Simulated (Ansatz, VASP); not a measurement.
One calculation of LiF, two programs

```xyz
4
Lattice="3.0775 0.0000 0.0000 -1.5387 2.6652 0.0000 0.0000 0.0000 5.0575" Properties=species:S:1:pos:R:3 pbc="T T T"
Li    0.0000    1.7768    1.7725
Li    1.5387    0.8884    4.3012
F     0.0000    1.7768    5.0268
F     1.5387    0.8884    2.4980
```

Alike in both runs: task single point; functional PBE; k mesh 9 × 9 × 6; occupations gaussian, width 0.05 eV; no spin polarisation.

|  | VASP | Ansatz |
| --- | --- | --- |
| version | VASP 6.6.1 | Ansatz 0.2.0 |
| potentials or method | VASP PAW PBE potentials, release 64 (Li_sv, F) | scalar-relativistic, plane waves, PAW |
| plane-wave cutoff (eV) | 520 | 520 |
| valence electrons in the cell | 20 | 20 |

Ansatz gave:

- gap on the k mesh at the Fermi level (eV): 7.62
- least direct gap on the mesh (eV): 7.62
- rms of the force components (eV/Å): 0.224

Task: Which values does VASP return?

Result: gap on the k mesh at the Fermi level (eV): 7.60; least direct gap on the mesh (eV): 7.60; rms of the force components (eV/Å): 0.232.

Atom by atom the forces differ by 0.008 eV/Å (rms over components). The functional is the same, so the differences come from potentials, cutoffs and numerics.

Caveats: an odd mesh through Γ misses points on the zone boundary, where band edges often lie.
